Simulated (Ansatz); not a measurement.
## MnS under changes of volume

One of the cells (17.667 Å³/atom); the others are scaled copies at fixed shape and fractional positions:

```xyz
2
Lattice="0.0000 2.6045 2.6045 2.6045 0.0000 2.6045 2.6045 2.6045 0.0000" Properties=species:S:1:pos:R:3 pbc="T T T"
Mn    0.0000    0.0000    0.0000
S     2.6045    2.6045    2.6045
```

```yaml
Program: Ansatz 0.2.0
Functional: rPW86-PBE
Dispersion: rVV10
Potentials_or_basis: Ansatz PAW
Cutoff: "420 eV (not typed: the program's choice for these potentials)"
k_mesh: 9 × 9 × 9
Occupations: fermi-dirac, width 0.05 eV
Spin: collinear spin, ferromagnetic start
Starting_moments: "[4.0, 0.0] μB"
```

```tsv
volume (Å³/atom)	energy over the lowest point (meV/atom)	pressure (GPa)	moment (μB per cell)
16.607	?	?	?
16.961	0.00	0.0	4.51
17.314	0.73	-0.9	4.58
17.667	3.57	-1.9	4.65
18.021	8.82	-3.0	4.69
18.374	16.36	-4.0	4.74
18.727	25.96	-4.9	4.77
```

Problem. What does the run at 16.607 Å³/atom give?

Solution. Energy over the lowest point 1.33 meV/atom; pressure 1.1 GPa; moment 4.42 μB per cell.

Worked out: A Birch-Murnaghan fit of order 3 (a polynomial in V^(-2/3)) to the other rows has its minimum at 17.04 Å³/atom with B0 = V·E''(V) = 50 GPa (rough, since the energies scatter). It gives 1.63 meV/atom at 16.607 Å³/atom, against the run's 1.33, and -dE/dV = 1.2 GPa, against 1.1. A parabola through the other rows of the moment, of slope 0.246 μB per Å³/atom there, extrapolates to 4.43 μB, against the run's 4.42.

Energies are extrapolated to zero smearing.

Caveats: a cell with one magnetic atom can't hold antiferromagnetic order, which such compounds often take; the PAW data sets come from PBE, with cores solved anew for the run's functional, which leaves a small shift of forces and pressure.
